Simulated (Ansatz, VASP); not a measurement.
## Ti in VASP and in Ansatz

```
Ti
1.0
    -1.60960    1.60960    1.60960
     1.60960   -1.60960    1.60960
     1.60960    1.60960   -1.60960
Ti
1
Direct
  0.00000 0.00000 0.00000
```

Alike in both runs: functional PBEsol; k mesh 18 × 18 × 18; occupations gaussian, width 0.1 eV; no spin polarisation.

Ansatz relaxed the structure, and its values are those at the end. VASP's run is a single point on that final structure, the one shown.

|  | VASP | Ansatz |
| --- | --- | --- |
| version | VASP 6.6.1 | Ansatz 0.2.0 |
| potentials or method | VASP PAW PBE potentials, release 64 (Ti_sv) | scalar-relativistic, plane waves, PAW |
| plane-wave cutoff (eV) | 520 | 420 |
| valence electrons in the cell | 12 | 12 |

Ansatz gave:

| Item | Value |
| --- | --- |
| gap on the k mesh at the Fermi level (eV) | none |
| pressure (GPa) | -0.9 |

**Question.** Estimate VASP's values.

**Answer.** gap on the k mesh at the Fermi level (eV): none; pressure (GPa): -1.2.

A gap of «none» marks a metal or a gap that the smearing closes.

Caveats: the PAW data sets were made with another functional, which shifts forces and pressure a little (VASP).
